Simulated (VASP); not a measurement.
## SnO in VASP 6.6.1, single-point calculation

INCAR

```
GGA = PE
PREC = Accurate
ISMEAR = -1
LCHARG = .FALSE.
NBANDS = 17
LWAVE = .FALSE.
NELM = 120
IBRION = -1
EDIFF = 0.0001
SIGMA = 0.02
ISIF = 2
ENCUT = 520
LREAL = .FALSE.
LASPH = .TRUE.
NSW = 0
```

KPOINTS

```
KPOINTS created by Atomic Simulation Environment
0
Gamma
5 5 5
0 0 0
```

POSCAR

```
Sn O
 1.0000000000000000
     0.0000000000000000    2.7082147176000002    2.6995484305000002
     2.7082147176000002    0.0000000000000000    2.6995484305000002
     2.7082147176000002    2.7082147176000002    0.0000000000000000
 Sn  O
   1   1
Cartesian
  0.0000000000000000  0.0000000000000000  0.0000000000000000
  1.3541073587999999  1.3541073587999999  1.3497742152499999
```

The recommended PBE PAW datasets give the neutral cell 20 valence electrons.

Command

```
mpirun -np 1 vasp_std
```

Q: Predict the outcome of this run.

A: It converged. Results: gap between bands v and c on the k mesh 0.56 eV; least direct gap on the k mesh 0.67 eV; pressure 2.6 GPa. Band v is the last that the valence electrons fill when counted band by band, and c is the next.

OSZICAR

```
N       E                     dE             d eps       ncg     rms          rms(c)
DAV:   1     0.152435015916E+03    0.15244E+03   -0.10368E+04   631   0.165E+03
DAV:   2     0.265945840771E+01   -0.14978E+03   -0.14423E+03   668   0.385E+02
DAV:   3    -0.122762428453E+02   -0.14936E+02   -0.14866E+02   708   0.110E+02
DAV:   4    -0.126108907792E+02   -0.33465E+00   -0.33446E+00   752   0.175E+01
DAV:   5    -0.126199574966E+02   -0.90667E-02   -0.90665E-02   823   0.275E+00    0.870E+00
DAV:   6    -0.107466394105E+02    0.18733E+01   -0.13987E+01   920   0.424E+01    0.527E+00
DAV:   7    -0.104709924211E+02    0.27565E+00   -0.25117E+00   772   0.864E+00    0.139E+00
DAV:   8    -0.104439916522E+02    0.27001E-01   -0.14318E-01   658   0.295E+00    0.385E-01
DAV:   9    -0.104436658145E+02    0.32584E-03   -0.88316E-03   849   0.801E-01    0.124E-01
DAV:  10    -0.104441335436E+02   -0.46773E-03   -0.29833E-03   778   0.408E-01    0.953E-02
DAV:  11    -0.104439353602E+02    0.19818E-03   -0.13829E-03   815   0.236E-01    0.139E-02
DAV:  12    -0.104439375967E+02   -0.22365E-05   -0.77168E-05   330   0.610E-02
   1 F= -.10443938E+02 E0= -.10443938E+02  d E =-.482408E-07
```

These settings aren't sound, so the numbers aren't properties of the crystal.

On sound settings PBE gives a gap of -0.20 eV on its mesh and a pressure of 2.6 GPa for the intended cell.
